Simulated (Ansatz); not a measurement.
A trial structure of Al₂O₃ was built thus: 3-connected net, bridging atoms on its edges (I4_1/amd, No. 141). Its size is a rough estimate.

```cif
data_structure
_symmetry_space_group_name_H-M 'I4_1/amd:1'
_symmetry_Int_Tables_number 141
_cell_length_a 5.5954
_cell_length_b 5.5954
_cell_length_c 19.3829
_cell_angle_alpha 90.000
_cell_angle_beta 90.000
_cell_angle_gamma 90.000
_cell_volume 606.84
loop_
_atom_site_label
_atom_site_type_symbol
_atom_site_symmetry_multiplicity
_atom_site_Wyckoff_symbol
_atom_site_fract_x
_atom_site_fract_y
_atom_site_fract_z
_atom_site_occupancy
Al1 Al 8 e 0.00000 0.00000 0.08333 1
O1 O 4 a 0.00000 0.00000 0.00000 1
O2 O 8 c 0.00000 0.25000 0.12500 1
```

All numbers below come from DFT PBE, scalar-relativistic, plane waves, PAW (Ansatz). Cutoff 420 eV, Gaussian smearing, Γ-centred meshes. Cell and atoms relax first on a coarse mesh and then on a converged one. In between, the cell is made exact in the group found at 0.06 Å. The steps can't lower the symmetry of their start. No spin polarisation.

A guess keeps its type if space group and coordination stay and the shape of the cell changes little (axis ratios within about 15 %, angles within 6°); the volume may change.

**Question.** Does it keep its structure type, or change into something else?

**Answer.** It keeps its type. The symmetry stays I4_1/amd (No. 141). The volume per atom grows by 13.8 %, from 30.3 to 34.5 Å³. The shortest distance goes from 1.62 Å (Al–O) to 1.68 Å (Al–O). The ratio c/a of the conventional cell changes by a factor of 1.00. Counting neighbours within 15 % of an atom's shortest distance, the start has Al 3, O 2 and the end Al 3, O 2.

Formation energies are uncorrected and refer to the elements' standard structures at the same level (O₂ as a molecule).

**Question.** At what energy does it end?

**Answer.** −2.407 eV/atom. A negative formation energy is needed for stability but isn't enough: competing phases decide.

The last run used a 6×6×6 mesh for its 10-atom cell and Gaussian smearing of 0.02 eV. Symmetry constrained the relaxation, so the result can be a saddle point.
